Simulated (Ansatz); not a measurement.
**NaCl (rocksalt type): optics inputs, tried as typed**

Which of these optics inputs for NaCl (rocksalt type) end well? Each is run as it stands.

Computed with Ansatz 0.2.0 (plane waves, PAW; the settings change from run to run, as each input shows, unless a step's input says otherwise).

1 further run of the same task is left out (it didn't finish).

## Step 1: The system as given

The structure is cubic, space group Fm-3m (No. 225). Conventional cell: a = 5.605 Å, b = 5.605 Å, c = 5.605 Å, α = 90.00°, β = 90.00°, γ = 90.00°. Na (site symmetry m-3m) is surrounded by 6 Cl at 2.80 Å. Cl (site symmetry m-3m) is surrounded by 6 Na at 2.80 Å.

Structure file:

```
Na Cl
1.0
     0.00000    2.80270    2.80270
     2.80270    0.00000    2.80270
     2.80270    2.80270    0.00000
Na Cl
1 1
Cartesian
  0.0000 0.0000 0.0000
  2.8027 2.8027 2.8027
```

Cell and atoms come from an earlier r2SCAN relaxation.

For scale, an earlier run with the standard settings (PBE, 8×8×8, gaussian width 0.1 eV, scissors 0 eV) gave ε∞ 2.77; tallest peak of ε₂: 5.0 at 8.80 eV.

## Step 2: Try 1

Input file input.yaml:

```yaml
crystal:
  lattice:
    - [0.0, 2.8026988303, 2.8026988303]
    - [2.8026988303, 0.0, 2.8026988303]
    - [2.8026988303, 2.8026988303, 0.0]
  atoms:
    - { symbol: Na, position: [0.0, 0.0, 0.0] }
    - { symbol: Cl, position: [0.5, 0.5, 0.5] }
kpoints:
  mp_grid: { grid: [4, 4, 4] }
hamiltonian:
  xc: pbe
scf:
  occupations: { method: fixed }
output:
  optics:
    e_range: [0, 6]
    de: 0.05
    sigma: 0.15
    scissors: 0.3
    scheme: fermi_dirac
    bands: auto
  write_density: true
  write_potential: true
  elf: true
  volumetric_format: npy
```

Command:

```
ansatz run input.yaml --threads 4 --pin off --max-ram 3686MiB --backend cpu --events-out ev --progress --plain --runs-dir out
```

Output:

```text
Warning: RAYON_NUM_THREADS=4 ignored (pool sized by the plan → 4); use --threads N
Engine: ansatz 0.2.0, aarch64-unknown-linux-gnu
Pseudopotentials: kind: paw
Pseudopotential: Na, paw, valence charge 9, recommended cutoff 420 eV (normal), Na.paw.azcp
Pseudopotential: Cl, paw, valence charge 7, recommended cutoff 420 eV (normal), Cl.paw.azcp
Functional definition: PBE
  parameter kappa = 0.804
  parameter beta = 0.06672455060314922
  exchange = pbe_x(kappa = kappa, mu = beta*pi^2/3)
  correlation = pbe_c(beta = beta)
Crystal: 2 atoms, lattice volume = 44.031 Å³
Basis set: ecut = 420 eV, 869 PW (Γ)
Bands: 12, of which v1, the nominal top of the filled ones, is band 8 counted from 1 (7 counted from 0)
Symmetry: 48 space group operations
Space group: Fm-3m (ITA 225), of the structure as read, at distance tolerance 3.5e-5 Å
k-points: 8 of 64
Non-local potential: Na, projectors of the file, l = 0: 3, l = 1: 2, l = 2: 1
Non-local potential: Cl, projectors of the file, l = 0: 2, l = 1: 2, l = 2: 2
PAW form: soft (Blöchl's): semilocal exchange-correlation on the pseudo side does not see the compensation charge
PAW one-centre angular grid: Na, 110 points (default); XC on 64 Gauss nodes
PAW one-centre angular grid: Cl, 110 points (default); XC on 64 Gauss nodes
Initial density: superposition of atomic densities (neutral atoms: chi_scale 0, normalization atom), corrected by the library's trained network
Initial wavefunctions: pseudopotential atomic-orbital guess
Functional: x = pbe(κ = 0.804, μ = 0.2195149727645171), c = pbe(β = 0.06672455060314922)
SCF iter   1: F=—  HF=-2569.545086 eV  |F-HF|=—  |Δ(HF+E_count)|=         —  Δρ=1.01e-3  dr2=6.51e-4  ethr=1.77e-3  ⟨swp⟩=4.9  Hψ=486  notcnv=0  defer=11
preconditioner: auto → none  [insulator: Δε(μ)=5.178 eV  Ē_g=20.996 eV  n_scr=14 (ndim 8)  ℏωp=20.9 eV  f_vac=0.031  ε∞_Penn≈2.0]
SCF iter   2: F=—  HF=-2569.545234 eV  |F-HF|=—  |Δ(HF+E_count)|=   1.48e-4  Δρ=1.08e-3  dr2=7.67e-4  ethr=4.07e-6  ⟨swp⟩=2.1  Hψ=237  notcnv=0  defer=13
SCF iter   3: F=—  HF=-2569.545024 eV  |F-HF|=—  |Δ(HF+E_count)|=   2.10e-4  Δρ=5.19e-4  dr2=1.84e-4  ethr=4.07e-6  ⟨swp⟩=2.1  Hψ=122  notcnv=0  defer=13
SCF iter   4: F=—  HF=-2569.544967 eV  |F-HF|=—  |Δ(HF+E_count)|=   5.71e-5  Δρ=1.92e-4  dr2=2.61e-5  ethr=1.15e-6  ⟨swp⟩=2.2  Hψ=116  notcnv=0  defer=4
SCF iter   5: F=—  HF=-2569.544960 eV  |F-HF|=—  |Δ(HF+E_count)|=   6.80e-6  Δρ=4.97e-5  dr2=1.64e-6  ethr=1.63e-7  ⟨swp⟩=2.0  Hψ=123  notcnv=0
SCF iter   6: F=—  HF=-2569.544956 eV  |F-HF|=—  |Δ(HF+E_count)|=   4.40e-6  Δρ=3.19e-5  dr2=7.30e-7  ethr=1.03e-8  ⟨swp⟩=1.0  Hψ=96  notcnv=0
SCF iter   7: F=—  HF=-2569.544956 eV  |F-HF|=—  |Δ(HF+E_count)|=   1.74e-7  Δρ=1.63e-5  dr2=1.88e-7  ethr=4.56e-9  ⟨swp⟩=1.1  Hψ=100  notcnv=0
SCF iter   8: F=—  HF=-2569.544955 eV  |F-HF|=—  |Δ(HF+E_count)|=   5.65e-8  Δρ=4.35e-6  dr2=1.28e-8  ethr=1.18e-9  ⟨swp⟩=2.0  Hψ=121  notcnv=0
SCF iter   9: F=—  HF=-2569.544955 eV  |F-HF|=—  |Δ(HF+E_count)|=   3.66e-9  Δρ=1.18e-6  dr2=9.78e-10  ethr=8.00e-11  ⟨swp⟩=2.0  Hψ=121  notcnv=0
SCF iter  10: F=-2569.544955 eV  HF=-2569.544955 eV  |F-HF|=9.09e-13  |Δ(HF+E_count)|=  3.47e-10  Δρ=1.08e-8  dr2=4.35e-14  ethr=1.00e-12  ⟨swp⟩=3.1  Hψ=403  notcnv=0
SCF 1 converged in 10 iterations: F = -2569.544955 eV  dr2 = 4.35e-14
NSCF: frozen V_eff on 8 k-points
Optics k sum: 0 of 8 k-points
[...]
NSCF: frozen V_eff on 1 k-points
output.optics: what the bands over the 41 summed would add to eps1, eps2 and the energy-loss function is held between a lower and an upper bound (4 Lanczos steps). eps1, eps2 and their loss function (loss_summed_bands) are given on every row as the summed bands alone make them. Along an axis, on a row where the two bounds hold the loss function to about 1 % of the greater of itself and 0.5 % of |1/eps|, its cell (loss_completed) is given, with the completed eps1 and eps2 that it is formed of (a cell that is left empty reads nan in the table and null in the record). The two bounds hold it so along every axis on all 121 rows up to 6.000 eV. The run works to bound the rows up to 29.099 eV and no higher ones: a peak of the loss function over that energy may be left empty with no warning. To have the run work for it, set output.optics.bands.spectra_wanted_up_to to a higher energy. perfect_screening_sum, loss_f_sum_n_eff and, beside carriers, perfect_screening_limit are those of loss_summed_bands: over the bounded function the two sums would run over rows that are not all bounded, and lack what the bands left out lay past the top of the energy grid. Bounded is said of the bands left out alone, which are those that the basis at basis.ecutwfc holds: it says nothing of that cutoff, of the k-point mesh, of what the sum inside its cells errs by (eps2_relative_error), of the factors of all_electron_strengths, nor of how far the SCF is converged. The bands left out are taken at the k-points, and what their mean over the points' cells stands off that by is in neither bound: the run's estimate of it, which the test of a row counts in, is 0.01 % of |eps| at the most among the values given; where the mean stood off by over 0.5 % the points' spread read 0.1 to 3 times that
SCF converged after 10 iterations
Free energy (F): -2569.544955 eV
Harris-Foulkes:  -2569.544955 eV  (|F-HF|=9.09e-13)
Internal energy: -2569.544955 eV  (E = F + TS)
E sigma→0 (E₀):  -2569.544955 eV
Fermi energy:    1.249413 eV
--- Per-component energies (eV) ---
  E_band       = -232.292717
  E_kinetic    = 283.320711
  E_local      = -1520.685825  (includes V_loc(G=0)·N_el)
  E_nonlocal   = 143.614927
  E_hartree    = 535.867739
  E_xc         = -147.181458
  E_vxc        = -173.507162  (∫ρ·V_xc dr)
  E_paw        = -922.548556  (= ΣΔE_a)
  E_vpaw       = -36.770915  (= ΣTr[D̂ρ^β])
  E_aug_tail   = 0.000069  (compensation charges beyond the density's cutoff)
  E_ewald      = -941.932563
  E_smearing   = -0.000000  (= −TS)
  E_closure    = -0.000000  (closes the sum)
  Σ components = -2569.544955   (vs F -2569.544955, Δ=0.00e0)
--- Band table (eV; the first three rows and the last of 8) ---
  k-point 0: bands = ["-47.6286", "-19.5400", "-19.5400", "-19.5400", "-11.4485", "1.2494", "1.2494", "1.2494", "6.4279", "12.2980", "12.2980", "12.2980"]
  k-point 1: bands = ["-47.6282", "-19.5560", "-19.5411", "-19.5411", "-11.2773", "0.1232", "1.1085", "1.1085", "7.9056", "11.2675", "12.5878", "12.5878"]
  k-point 2: bands = ["-47.6278", "-19.5717", "-19.5422", "-19.5422", "-11.0955", "-0.7280", "0.9762", "0.9762", "8.5380", "12.0292", "12.1764", "12.1764"]
  k-point 7: bands = ["-47.6275", "-19.5552", "-19.5552", "-19.5510", "-11.0285", "0.0276", "0.0276", "0.4738", "10.1208", "10.9673", "10.9673", "12.6501"]
```

Run time: 3.5 s. Hardware: 4 threads of Arm Neoverse N1, shared host; peak memory 0.52 GiB.

optics.tsv begins:

```
# eps_inf(xx yy zz) = 2.716421 2.716421 2.716421
# eps_inf_bands = all
# eps_inf_summed_bands(xx yy zz) = 2.697914 2.697914 2.697914
# eps_inf_completed(xx yy zz) = 2.716421 2.716421 2.716421
# eps2_relative_error = 0.0036
# eps_inf_relative_error = 0.0041
# f_sum_n_eff(xx yy zz) = 9.267799 9.267799 9.267799 of n_electrons = 16.000000
# n_bands = 41
# n_bands_set_by = photon_energy
# valid_up_to_ev = 42.608960
# least_direct_gap_ev = 5.178471e0 at k(fractional) = 0.000000 0.000000 0.000000, k_point = 0, channel = 0, bands = 7 8 (counted from 0)
```

The dielectric function from optics.tsv (isotropic), one row in 2:

```csv
E (eV),ε₂ xx,ε₁ xx
4.50,0.00,3.21
4.60,0.00,3.25
4.70,0.00,3.29
4.80,0.00,3.34
4.90,0.01,3.39
5.00,0.01,3.44
5.10,0.02,3.51
5.20,0.04,3.58
5.30,0.07,3.66
5.40,0.12,3.74
5.50,0.18,3.81
5.60,0.26,3.87
5.70,0.34,3.91
5.80,0.41,3.94
5.90,0.48,3.96
6.00,0.54,3.97
```

## Step 3: Try 2

input.yaml, as its differences from that of step 2:

```diff
@@ -11,3 +11,3 @@
 hamiltonian:
-  xc: pbe
+  xc: lda
 scf:
@@ -16,11 +16,7 @@
   optics:
-    e_range: [0, 6]
+    e_range: [2, 15]
     de: 0.05
-    sigma: 0.15
-    scissors: 0.3
+    sigma: 0.4
+    scissors: 0
     scheme: fermi_dirac
-    bands: auto
-  write_density: true
-  write_potential: true
-  elf: true
-  volumetric_format: npy
+    bands: scf
```

Command:

```
ansatz run input.yaml --threads 4 --pin off --max-ram 3686MiB --backend cpu --events-out ev --progress --plain --runs-dir out
```

Output:

```text
Warning: RAYON_NUM_THREADS=4 ignored (pool sized by the plan → 4); use --threads N
[... 4 set-up lines as earlier in the session ...]
Functional definition: SPW92
  exchange = slater_x
  correlation = pw_c
Crystal: 2 atoms, lattice volume = 44.031 Å³
Basis set: ecut = 420 eV, 869 PW (Γ)
Bands: 12, of which v1, the nominal top of the filled ones, is band 8 counted from 1 (7 counted from 0)
[... 2 set-up lines as earlier in the session ...]
k-points: 8 of 64
[... 3 set-up lines as earlier in the session ...]
PAW frozen core: Na, regenerated for the run's functional, and the local potential with it (the file was generated under x = pbe(κ = 0.804, μ = 0.2195149727645171), c = pbe(β = 0.06672455060314922))
PAW frozen core: Cl, regenerated for the run's functional, and the local potential with it (the file was generated under x = pbe(κ = 0.804, μ = 0.2195149727645171), c = pbe(β = 0.06672455060314922))
[... 4 set-up lines as earlier in the session ...]
Functional: x = slater, c = lda
SCF iter   1: F=—  HF=-2514.317224 eV  |F-HF|=—  |Δ(HF+E_count)|=         —  Δρ=7.18e-3  dr2=1.58e-2  ethr=1.77e-3  ⟨swp⟩=4.8  Hψ=480  notcnv=0  defer=10
preconditioner: auto → none  [insulator: Δε(μ)=4.663 eV  Ē_g=20.555 eV  n_scr=14 (ndim 8)  ℏωp=20.9 eV  f_vac=0.031  ε∞_Penn≈2.0]
SCF iter   2: F=—  HF=-2514.307865 eV  |F-HF|=—  |Δ(HF+E_count)|=   9.36e-3  Δρ=2.54e-3  dr2=2.14e-3  ethr=9.87e-5  ⟨swp⟩=2.2  Hψ=237  notcnv=0  defer=13
SCF iter   3: F=—  HF=-2514.307188 eV  |F-HF|=—  |Δ(HF+E_count)|=   6.77e-4  Δρ=7.41e-4  dr2=1.80e-4  ethr=1.34e-5  ⟨swp⟩=2.1  Hψ=144  notcnv=0  defer=13
SCF iter   4: F=—  HF=-2514.307135 eV  |F-HF|=—  |Δ(HF+E_count)|=   5.31e-5  Δρ=2.43e-4  dr2=4.28e-5  ethr=1.13e-6  ⟨swp⟩=2.0  Hψ=145  notcnv=0  defer=13
SCF iter   5: F=—  HF=-2514.307124 eV  |F-HF|=—  |Δ(HF+E_count)|=   1.10e-5  Δρ=1.23e-4  dr2=1.12e-5  ethr=2.68e-7  ⟨swp⟩=1.0  Hψ=96  notcnv=0
SCF iter   6: F=—  HF=-2514.307113 eV  |F-HF|=—  |Δ(HF+E_count)|=   1.11e-5  Δρ=2.79e-5  dr2=5.62e-7  ethr=7.02e-8  ⟨swp⟩=2.0  Hψ=117  notcnv=0
SCF iter   7: F=—  HF=-2514.307121 eV  |F-HF|=—  |Δ(HF+E_count)|=   8.47e-6  Δρ=3.00e-6  dr2=6.55e-9  ethr=3.51e-9  ⟨swp⟩=2.0  Hψ=125  notcnv=0
SCF iter   8: F=-2514.307121 eV  HF=-2514.307121 eV  |F-HF|=3.18e-12  |Δ(HF+E_count)|=   1.81e-9  Δρ=1.38e-7  dr2=3.79e-12  ethr=1.00e-12  ⟨swp⟩=3.0  Hψ=447  notcnv=0
SCF 1 converged in 8 iterations: F = -2514.307121 eV  dr2 = 3.79e-12
Optics k sum: 0 of 8 k-points
[...]
NSCF: frozen V_eff on 1 k-points
SCF converged after 8 iterations
Free energy (F): -2514.307121 eV
Harris-Foulkes:  -2514.307121 eV  (|F-HF|=3.18e-12)
Internal energy: -2514.307121 eV  (E = F + TS)
E sigma→0 (E₀):  -2514.307121 eV
Fermi energy:    1.007105 eV
--- Per-component energies (eV) ---
  E_band       = -234.980075
  E_kinetic    = 282.342106
  E_local      = -1520.946331  (includes V_loc(G=0)·N_el)
  E_nonlocal   = 146.796328
  E_hartree    = 533.526837
  E_xc         = -144.464974
  E_vxc        = -171.630965  (∫ρ·V_xc dr)
  E_paw        = -869.960005  (= ΣΔE_a)
  E_vpaw       = -38.595040  (= ΣTr[D̂ρ^β])
  E_aug_tail   = 0.000099  (compensation charges beyond the density's cutoff)
  E_ewald      = -941.932563
  E_core_change = 0.331382  (= ΣΔE_core)
  E_smearing   = -0.000000  (= −TS)
  E_closure    = 0.000000  (closes the sum)
  Σ components = -2514.307121   (vs F -2514.307121, Δ=0.00e0)
--- Band table (eV; the first three rows and the last of 8) ---
  k-point 0: bands = ["-47.2616", "-19.7649", "-19.7649", "-19.7649", "-11.6434", "1.0071", "1.0071", "1.0071", "5.7668", "11.7787", "11.7787", "11.7787"]
  k-point 1: bands = ["-47.2611", "-19.7819", "-19.7662", "-19.7662", "-11.4642", "-0.1864", "0.8602", "0.8602", "7.2786", "10.6982", "12.0639", "12.0639"]
  k-point 2: bands = ["-47.2606", "-19.7986", "-19.7674", "-19.7674", "-11.2734", "-1.0687", "0.7228", "0.7228", "7.9130", "11.4199", "11.6388", "11.6388"]
  k-point 7: bands = ["-47.2603", "-19.7812", "-19.7812", "-19.7766", "-11.2033", "-0.2763", "-0.2763", "0.1905", "9.5400", "10.3972", "10.3972", "12.0435"]
```

It took 1.8 s on 4 threads of Arm Neoverse N1, shared host; peak memory 0.38 GiB.

From the head of optics.tsv:

```
# eps_inf(xx yy zz) = 2.614839 2.614839 2.614839
# eps_inf_bands = summed_by_request
# eps_inf_summed_bands(xx yy zz) = 2.614839 2.614839 2.614839
# eps2_relative_error = 0.0051
# eps_inf_relative_error = 0.0037
# f_sum_n_eff(xx yy zz) = 4.625580 4.625580 4.625580 of n_electrons = 16.000000
# n_bands = 12
# valid_up_to_ev = 6.771639
# least_direct_gap_ev = 4.759695e0 at k(fractional) = 0.000000 0.000000 0.000000, k_point = 0, channel = 0, bands = 7 8 (counted from 0)
```

The dielectric function from optics.tsv (isotropic), one row in 6, cut at 6.8 eV, above which the bands summed leave lines out:

```
E (eV)  ε₂ xx  ε₁ xx
  2.70   0.00   2.82
  3.00   0.01   2.88
  3.30   0.01   2.96
  3.60   0.03   3.05
  3.90   0.05   3.16
  4.20   0.10   3.29
  4.50   0.19   3.44
  4.80   0.31   3.58
  5.10   0.47   3.71
  5.40   0.65   3.81
  5.70   0.83   3.92
  6.00   1.04   4.03
  6.30   1.29   4.15
  6.60   1.62   4.25
```

## Step 4: Try 3

input.yaml, as its differences from that of step 3:

```diff
@@ -9,5 +9,5 @@
 kpoints:
-  mp_grid: { grid: [4, 4, 4] }
+  mp_grid: { grid: [6, 6, 6] }
 hamiltonian:
-  xc: lda
+  xc: pbesol
 scf:
@@ -16,7 +16,11 @@
   optics:
-    e_range: [2, 15]
+    e_range: [2, 20]
     de: 0.05
-    sigma: 0.4
-    scissors: 0
-    scheme: fermi_dirac
+    sigma: 0.25
+    scissors: 0.6
+    scheme: gaussian
     bands: scf
+  write_density: true
+  write_potential: true
+  elf: true
+  volumetric_format: npy
```

Command:

```
ansatz run input.yaml --threads 4 --pin off --max-ram 3686MiB --backend cpu --events-out ev --progress --plain --runs-dir out
```

Output:

```text
Warning: RAYON_NUM_THREADS=4 ignored (pool sized by the plan → 4); use --threads N
[... 4 set-up lines as earlier in the session ...]
Functional definition: PBEsol
  exchange = pbesol_x
  correlation = pbesol_c
Crystal: 2 atoms, lattice volume = 44.031 Å³
Basis set: ecut = 420 eV, 869 PW (Γ)
Bands: 12, of which v1, the nominal top of the filled ones, is band 8 counted from 1 (7 counted from 0)
[... 2 set-up lines as earlier in the session ...]
k-points: 16 of 216
[... 9 set-up lines as earlier in the session ...]
Functional: x = pbesol(κ = 0.804, μ = 0.12345679012345678), c = pbesol(β = 0.046)
SCF iter   1: F=—  HF=-2540.289464 eV  |F-HF|=—  |Δ(HF+E_count)|=         —  Δρ=2.81e-3  dr2=3.73e-3  ethr=1.77e-3  ⟨swp⟩=4.9  Hψ=974  notcnv=0  defer=24
preconditioner: auto → none  [insulator: Δε(μ)=4.948 eV  Ē_g=20.753 eV  n_scr=14 (ndim 8)  ℏωp=20.9 eV  f_vac=0.031  ε∞_Penn≈2.0]
SCF iter   2: F=—  HF=-2540.286808 eV  |F-HF|=—  |Δ(HF+E_count)|=   2.66e-3  Δρ=1.28e-3  dr2=9.35e-4  ethr=2.33e-5  ⟨swp⟩=2.7  Hψ=456  notcnv=0  defer=30
SCF iter   3: F=—  HF=-2540.286790 eV  |F-HF|=—  |Δ(HF+E_count)|=   1.81e-5  Δρ=9.42e-4  dr2=5.63e-4  ethr=5.85e-6  ⟨swp⟩=2.0  Hψ=290  notcnv=0  defer=30
SCF iter   4: F=—  HF=-2540.286600 eV  |F-HF|=—  |Δ(HF+E_count)|=   1.90e-4  Δρ=2.67e-4  dr2=3.98e-5  ethr=3.52e-6  ⟨swp⟩=2.0  Hψ=264  notcnv=0  defer=30
SCF iter   5: F=—  HF=-2540.286585 eV  |F-HF|=—  |Δ(HF+E_count)|=   1.48e-5  Δρ=3.64e-5  dr2=1.07e-6  ethr=2.49e-7  ⟨swp⟩=2.0  Hψ=256  notcnv=0
SCF iter   6: F=—  HF=-2540.286587 eV  |F-HF|=—  |Δ(HF+E_count)|=   1.49e-6  Δρ=9.48e-6  dr2=7.19e-8  ethr=6.68e-9  ⟨swp⟩=2.0  Hψ=238  notcnv=0
SCF iter   7: F=—  HF=-2540.286587 eV  |F-HF|=—  |Δ(HF+E_count)|=   1.15e-8  Δρ=1.47e-6  dr2=1.82e-9  ethr=4.50e-10  ⟨swp⟩=2.0  Hψ=254  notcnv=0
SCF iter   8: F=—  HF=-2540.286587 eV  |F-HF|=—  |Δ(HF+E_count)|=  3.57e-10  Δρ=1.81e-7  dr2=2.44e-11  ethr=1.14e-11  ⟨swp⟩=2.0  Hψ=249  notcnv=0
SCF iter   9: F=-2540.286587 eV  HF=-2540.286587 eV  |F-HF|=0.00e0  |Δ(HF+E_count)|=  8.19e-12  Δρ=1.83e-8  dr2=2.60e-13  ethr=1.00e-12  ⟨swp⟩=4.1  Hψ=663  notcnv=0
SCF 1 converged in 9 iterations: F = -2540.286587 eV  dr2 = 2.60e-13
Optics k sum: 0 of 16 k-points
[...]
NSCF: frozen V_eff on 1 k-points
NSCF: frozen V_eff on 1 k-points
SCF converged after 9 iterations
Free energy (F): -2540.286587 eV
Harris-Foulkes:  -2540.286587 eV  (|F-HF|=0.00e0)
Internal energy: -2540.286587 eV  (E = F + TS)
E sigma→0 (E₀):  -2540.286587 eV
Fermi energy:    1.189242 eV
--- Per-component energies (eV) ---
  E_band       = -231.683076
  E_kinetic    = 282.608405
  E_local      = -1520.282021  (includes V_loc(G=0)·N_el)
  E_nonlocal   = 144.819588
  E_hartree    = 534.683407
  E_xc         = -144.993478
  E_vxc        = -171.847526  (∫ρ·V_xc dr)
  E_paw        = -895.323131  (= ΣΔE_a)
  E_vpaw       = -36.348422  (= ΣTr[D̂ρ^β])
  E_aug_tail   = 0.000080  (compensation charges beyond the density's cutoff)
  E_ewald      = -941.932563
  E_core_change = 0.133126  (= ΣΔE_core)
  E_smearing   = -0.000000  (= −TS)
  E_closure    = 0.000000  (closes the sum)
  Σ components = -2540.286587   (vs F -2540.286587, Δ=0.00e0)
--- Band table (eV; the first three rows and the last of 16) ---
  k-point 0: bands = ["-47.3558", "-19.4343", "-19.4343", "-19.4343", "-11.4945", "1.1892", "1.1892", "1.1892", "6.1930", "12.1020", "12.1020", "12.1020"]
  k-point 1: bands = ["-47.3556", "-19.4427", "-19.4349", "-19.4349", "-11.4081", "0.5529", "1.1159", "1.1159", "7.0266", "11.3224", "12.3915", "12.3915"]
  k-point 2: bands = ["-47.3551", "-19.4594", "-19.4360", "-19.4360", "-11.2274", "-0.4230", "0.9764", "0.9764", "8.1081", "11.1858", "12.2253", "12.2253"]
  k-point 15: bands = ["-47.3546", "-19.4536", "-19.4468", "-19.4452", "-11.0690", "-0.3268", "0.2269", "0.4363", "9.5216", "9.8824", "11.5780", "13.1742"]
```

Run time: 2.5 s. Hardware: 4 threads of Arm Neoverse N1, shared host; peak memory 0.41 GiB.

optics.tsv begins:

```
# eps_inf(xx yy zz) = 2.436474 2.436474 2.436474
# eps_inf_bands = summed_by_request
# eps_inf_summed_bands(xx yy zz) = 2.436474 2.436474 2.436474
# eps2_relative_error = 0.0029
# eps_inf_relative_error = 0.0037
# f_sum_n_eff(xx yy zz) = 4.626308 4.626308 4.626308 of n_electrons = 16.000000
# n_bands = 12
# valid_up_to_ev = 10.762758
# least_direct_gap_ev = 5.003741e0 at k(fractional) = 0.000000 0.000000 0.000000, k_point = 0, channel = 0, bands = 7 8 (counted from 0)
```

The dielectric function from optics.tsv (isotropic), one row in 7, cut at 10.8 eV, above which the bands summed leave lines out:

```tsv
E (eV)	ε₂ xx	ε₁ xx
5.20	0.00	3.21
5.55	0.10	3.52
5.90	0.42	3.69
6.25	0.64	3.72
6.60	0.79	3.80
6.95	0.95	3.94
7.30	1.15	4.18
7.65	1.58	4.58
8.00	2.59	4.61
8.35	2.94	4.09
8.70	3.56	4.31
9.05	4.86	3.43
9.40	4.79	1.63
9.75	3.64	1.23
10.10	3.39	1.51
10.45	3.64	1.66
```

Tallest peaks of ε₂ in the range shown: 5.1 at 9.20 eV.

## Step 5: How the runs ended

| try | settings | ended | result | time |
| --- | --- | --- | --- | --- |
| 1 | PBE, 4×4×4, fermi-dirac width 0.15 eV, scissors 0.3 eV | converged | ε∞ 2.72; tallest peak of ε₂: no peak (range ends at 6.0 eV) | 3.5 s |
| 2 | LDA, 4×4×4, fermi-dirac width 0.4 eV, scissors 0 eV | converged | ε∞ 2.61; tallest peak of ε₂: not reached: the spectrum is complete only to 6.8 eV | 1.8 s |
| 3 | PBEsol, 6×6×6, gaussian width 0.25 eV, scissors 0.6 eV | converged | ε∞ 2.44; tallest peak of ε₂: 5.1 at 9.20 eV (complete to 10.8 eV) | 2.5 s |

In words: 3 converged. Among the runs without a faulty setting ε∞ spans 2.44 (PBEsol, scissors 0.6 eV) to 2.72 (PBE, scissors 0.3 eV); meshes, bands summed and other settings differ too, as the inputs show. These numbers test the settings; they aren't properties of the solid.
